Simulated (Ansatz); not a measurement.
The cell is COD entry 1011374, as deposited and not checked against the literature; nothing was relaxed.

Input and log of a run on Na₂S: DFT, PBE, all-electron LAPW, scalar-relativistic (Ansatz 0.2.0).

```yaml
crystal:
  lattice:
    - [0.0, 3.263, 3.263]
    - [3.263, 0.0, 3.263]
    - [3.263, 3.263, 0.0]
  atoms:
    - { symbol: Na, position: [0.25, 0.25, 0.25] }
    - { symbol: Na, position: [0.75, 0.75, 0.75] }
    - { symbol: S, position: [0.0, 0.0, 0.0] }
kpoints:
  mp_grid: { grid: [8, 8, 8] }
  band_path:
    path:
      - [0.0, 0.0, 0.0]
      - [0.5, 0.0, 0.5]
      - [0.625, 0.25, 0.625]
      - [0.375, 0.375, 0.75]
      - [0.0, 0.0, 0.0]
      - [0.5, 0.5, 0.5]
      - [0.5, 0.25, 0.75]
      - [0.5, 0.0, 0.5]
    npoints: 8
scf:
  occupations: { method: fermi_dirac, width: 0.02 }
hamiltonian:
  xc: pbe
  pseudopotentials: { kind: all_electron, lapw: { basis_error: 0.0005 } }
output:
  forces: true
  stress: true
  eigenvalues: true
  fatbands: true
  populations: true
  dos: { projected: true, de: 0.2, e_range: [-14, 8] }
```

Output:

```
Na: projections on atomic orbitals take those of the free atom 1s2 2s2 2p6 3s1, of charge +0.00 (hamiltonian.pseudopotentials.projection_atoms)
S: projections on atomic orbitals take those of the free atom 1s2 2s2 2p6 3s2 3p4, of charge +0.00 (hamiltonian.pseudopotentials.projection_atoms)
LAPW: plane waves up to 6.720 Å⁻¹, error target 5.0e-4 eV per atom; small_component_spin mean_spin; Na in spheres of 1.431 Å, 9 of its electrons in bands, Dirac shells []; S in spheres of 1.395 Å, 14 of its electrons in bands, Dirac shells []
Engine: ansatz 0.2.0
Pseudopotentials: kind: all_electron
Pseudopotential: Na, LAPW, valence charge 9, Koelling and Harmon's equation, gaussian nucleus
Pseudopotential: S, LAPW, valence charge 14, Koelling and Harmon's equation, gaussian nucleus
Functional definition: PBE
  parameter kappa = 0.804
  parameter beta = 0.06672455060314922
  exchange = pbe_x(kappa = kappa, mu = beta*pi^2/3)
  correlation = pbe_c(beta = beta)
Crystal: 3 atoms, lattice volume = 69.483 Å³
Basis set: ecut = 172.048208659982 eV, 339 PW (Γ), exchange–correlation at level 2
Bands: 20, of which v1, the nominal top of the filled ones, is band 16 counted from 1 (15 counted from 0)
Symmetry: 48 space group operations
Space group: Fm-3m (ITA 225), of the structure as read, at distance tolerance 4.1e-5 Å
k-points: 29 of 512
Non-local potential: Na, projectors of the file, none
Non-local potential: S, projectors of the file, none
Initial density: superposition of atomic densities (chi_scale 0.1, normalization cell, long waves kept (reshape's long-wave potential 0.00 eV rms))
Initial wavefunctions: plane waves of lowest kinetic energy (no species holds an atomic orbital)
Functional: x = pbe(κ = 0.804, μ = 0.2195149727645171), c = pbe(β = 0.06672455060314922)
iter 1 solved again at ethr=6.66e-3 eV; its pass at ethr=1.00e-1 eV (dr2=2.13e0 eV) is discarded
SCF iter   1: F=—  HF=-19706.904680 eV  |F-HF|=—  |Δ(HF+E_count)|=         —  Δρ=3.37e-2  dr2=2.13e0  ethr=6.66e-3  ⟨swp⟩=2.0  Hψ=3753  notcnv=0
preconditioner: auto → none  [insulator: Δε(μ)=3.633 eV  Ē_g=10.602 eV  σ=0.020 eV  W_gap=1.00  n_scr=14 (ndim 8)  ℏωp=12.6 eV  f_vac=0.002  D(μ)=0.00/eV (n_scr^D=0)  ε∞_Penn≈2.4]
iter 2 solved again at ethr=6.74e-5 eV; its pass at ethr=6.66e-3 eV (dr2=2.16e-2 eV) is discarded
SCF iter   2: F=—  HF=-19706.109366 eV  |F-HF|=—  |Δ(HF+E_count)|=   7.95e-1  Δρ=6.58e-3  dr2=2.16e-2  ethr=6.74e-5  ⟨swp⟩=2.4  Hψ=3054  notcnv=0
SCF iter   3: F=—  HF=-19706.059826 eV  |F-HF|=—  |Δ(HF+E_count)|=         —  Δρ=4.26e-3  dr2=3.07e-2  ethr=6.74e-5  ⟨swp⟩=3.0  Hψ=1936  notcnv=0
the basis was enlarged: its passes take 442.9 KiB over the memory plan, 1 of 1 planned eigensolver slots
SCF iter   4: F=—  HF=-19706.065968 eV  |F-HF|=—  |Δ(HF+E_count)|=   6.14e-3  Δρ=6.40e-4  dr2=5.60e-4  ethr=6.74e-5  ⟨swp⟩=3.0  Hψ=1859  notcnv=0
SCF iter   5: F=—  HF=-19706.066513 eV  |F-HF|=—  |Δ(HF+E_count)|=   5.45e-4  Δρ=1.14e-4  dr2=1.42e-5  ethr=1.75e-6  ⟨swp⟩=3.0  Hψ=1802  notcnv=0
SCF iter   6: F=—  HF=-19706.066550 eV  |F-HF|=—  |Δ(HF+E_count)|=   3.66e-5  Δρ=3.21e-5  dr2=1.40e-6  ethr=4.43e-8  ⟨swp⟩=3.0  Hψ=1718  notcnv=0
SCF iter   7: F=-19706.066554 eV  HF=-19706.066554 eV  |F-HF|=1.57e-8  |Δ(HF+E_count)|=   4.61e-6  Δρ=2.30e-6  dr2=6.23e-9  ethr=4.38e-9  ⟨swp⟩=3.0  Hψ=1741  notcnv=0
SCF 1 converged in 7 iterations: F = -19706.066554 eV  dr2 = 6.23e-9
NSCF: frozen V_eff on 57 k-points
SCF converged after 7 iterations
Free energy (F): -19706.066554 eV
Harris-Foulkes:  -19706.066554 eV  (|F-HF|=1.57e-8)
Internal energy: -19706.066554 eV  (E = F + TS)
E sigma→0 (E₀):  -19706.066554 eV
Fermi energy:    3.445958 eV
--- Per-component energies (eV) ---
  E_band       = -1713.884328
  E_kinetic    = 19759.628115
  E_xc         = -1482.334927
  E_electrostatic = -37983.359742  (all electrons and nuclei)
  E_smearing   = -0.000000  (= −TS)
  E_closure    = 0.000000  (closes the sum)
  E_atoms      = -19696.123177  (free atoms, spherical and without spin; not in F)
  Σ components = -19706.066554   (vs F -19706.066554, Δ=0.00e0)
  Basis errors (estimates in eV, not in F): energy 2.0e-4 per atom: plane waves 1.8e-4 (1.0e-4 summed), levels above the bands 9.2e-152, relativity 3.4e-9, radial functions 2.7e-5, core shells 3.4e-15; eigenvalues (radial functions only) 4.3e-6; not estimated: angular momenta, meshes, grids; target (lapw.basis_error) 5.0e-4; muffin-tin radii Na 1.431 Å, S 1.395 Å
--- Forces (eV/Å), atoms counted from 1 ---
  atom   1  Na     0.00000000    -0.00000000     0.00000000
  atom   2  Na    -0.00000000     0.00000000     0.00000000
  atom   3  S     -0.00000000     0.00000000     0.00000000
  max |Σ_I F_I| component: 8.10e-18 eV/Å
--- Stress (GPa, compression-positive) ---
        0.581798      -0.000000       0.000000
       -0.000000       0.581798       0.000000
        0.000000       0.000000       0.581798
  P = ⅓ Tr σ = 0.5818 GPa (5.818 kbar)
--- Band table (eV; the first three rows and the last of 29) ---
  k-point 0: bands = ["-200.7048", "-145.4773", "-145.4773", "-145.4773", "-48.1284", "-48.1163", "-20.0751", "-20.0751", "-20.0751", "-20.0205", "-20.0205", "-20.0205", "-7.9840", "2.1631", "2.1631", "2.1631", "4.6735", "9.9141", "9.9141", "9.9141"]
  k-point 1: bands = ["-200.7048", "-145.4773", "-145.4773", "-145.4773", "-48.1279", "-48.1167", "-20.0738", "-20.0732", "-20.0732", "-20.0236", "-20.0227", "-20.0227", "-7.9492", "1.7904", "2.1427", "2.1427", "5.1518", "9.6927", "10.0082", "10.0082"]
  k-point 2: bands = ["-200.7048", "-145.4773", "-145.4773", "-145.4773", "-48.1266", "-48.1180", "-20.0699", "-20.0676", "-20.0676", "-20.0321", "-20.0289", "-20.0289", "-7.8634", "1.1579", "2.0949", "2.0949", "6.0317", "9.2349", "9.8297", "9.8297"]
  k-point 28: bands = ["-200.7048", "-145.4773", "-145.4773", "-145.4773", "-48.1222", "-48.1222", "-20.0968", "-20.0915", "-20.0499", "-20.0499", "-20.0101", "-20.0094", "-7.6585", "1.1413", "1.1413", "1.5802", "6.9824", "9.4114", "9.4114", "9.4744"]
--- Löwdin populations: 3 sites ---
  site symbol       q [e]
     0     Na     10.3708
     1     Na     10.3708
     2      S     17.1746
  spilling = 0.002203 (of n_electrons = 38.000000)
```
